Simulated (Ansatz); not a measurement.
## BaTiO3 at a changed volume: ¹³⁷Ba nuclear quadrupole resonance

Cell: a COD entry, relaxed with PBE at fixed cell and then changed (volume scaled by 0.94, ions relaxed).

```cif
data_structure
_symmetry_space_group_name_H-M 'P 1'
_symmetry_Int_Tables_number 1
_cell_length_a 3.9224
_cell_length_b 3.9224
_cell_length_c 3.9224
_cell_angle_alpha 89.852
_cell_angle_beta 89.852
_cell_angle_gamma 89.852
_cell_volume 60.34
loop_
_atom_site_label
_atom_site_type_symbol
_atom_site_fract_x
_atom_site_fract_y
_atom_site_fract_z
_atom_site_occupancy
Ba1 Ba 0.00255 0.00255 0.00255 1
Ti2 Ti 0.49864 0.49864 0.49864 1
O3 O 0.50643 0.50643 0.00725 1
O4 O 0.00725 0.50643 0.50643 1
O5 O 0.50643 0.00725 0.50643 1
```

Sites (sets of like atoms) are named by element and the number of their first atom in this list.

Method: Kohn–Sham DFT in Ansatz, PBE, plane waves and PAW, scalar-relativistic, 420 eV cutoff, Γ-centred 8×8×8 k-points, Fermi–Dirac smearing 0.02 eV.

¹³⁷Ba: I = 3/2, Q = 236.0 mb (year-2017 value). Static lattice, zero field.

(1) At which frequencies do the ¹³⁷Ba NQR lines lie?

(2) And for 135Ba (I = 3/2, Q = 153.0 mb) on Ba?

Results:

(1) For I = 3/2 there is one line, ν = (|C_Q|/2)(1 + η²/3)^½.

```tsv
site	atoms	V_zz (10²¹ V/m²)	C_Q (MHz)	η	line frequencies (MHz)
Ba	1	0.35	1.98	0.00	0.989
```

(2) C_Q scales with Q to 1.28 MHz, with lines at 0.641 MHz.

An axis of threefold or higher order runs through Ba, so V_zz lies along it and η is zero.

Without spin–orbit coupling (the program notes it for Ba) the gradients are little affected as a rule: paired runs on crystals with a gap mostly move them by under 2 % at such atoms. At this changed cell the PBE pressure is 14 GPa.
